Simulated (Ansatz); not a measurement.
# Cs: the cost of one run

Computed with Ansatz 0.2.0 (DFT PBE, scalar-relativistic, plane waves, PAW, unless a step's input says otherwise).

## 1. The structure to begin with

The structure is cubic, space group Im-3m (No. 229). Conventional cell: a = 6.045 Å, b = 6.045 Å, c = 6.045 Å, α = 90.00°, β = 90.00°, γ = 90.00°.

Structure file:

```xyz
1
Lattice="-3.0225 3.0225 3.0225 3.0225 -3.0225 3.0225 3.0225 3.0225 -3.0225" Properties=species:S:1:pos:R:3 pbc="T T T"
Cs    0.0000    0.0000    0.0000
```

The cell is taken as given, not relaxed at this level.

## 2. Zero of energy

Reference values: F = -5670.7682 eV; pressure 0.12 GPa; largest force 0.000 eV/Å; gap on the mesh none (metal). It was computed beforehand with the settings of the runs below.

## 3. The scan: energy and stress against strain

The cell is strained by ε times the Voigt pattern (0, 0, 0, 0, 1, 0) (xx, yy, zz, yz, xz, xy; engineering shear), with fractional coordinates fixed (clamped ions). The stress on the pattern is the sum of the stress components weighted by it, tension positive.

## 4. ε = -0.0600

Input file input.yaml:

```yaml
crystal:
  lattice:
    - [-3.113175, 3.0225, 3.113175]
    - [2.931825, -3.0225, 2.931825]
    - [3.113175, 3.0225, -3.113175]
  atoms:
    - { symbol: Cs, position: [0.0, 0.0, 0.0] }
basis:
  ecutwfc: 420
kpoints:
  mp_grid: { grid: [12, 12, 12] }
hamiltonian:
  xc: pbe
scf:
  occupations: { method: gaussian, width: 0.15 }
output:
  forces: true
  stress: true
  eigenvalues: true
```

Started as:

```bash
$ ansatz run input.yaml --threads 1 --pin off --max-ram 2560MiB --backend cpu --events-out ev --progress --plain --runs-dir out
```

Q: Estimate wall time and peak memory on 1 thread of Arm Neoverse V1, shared host.

About 17 s, with a peak of 0.56 GiB.
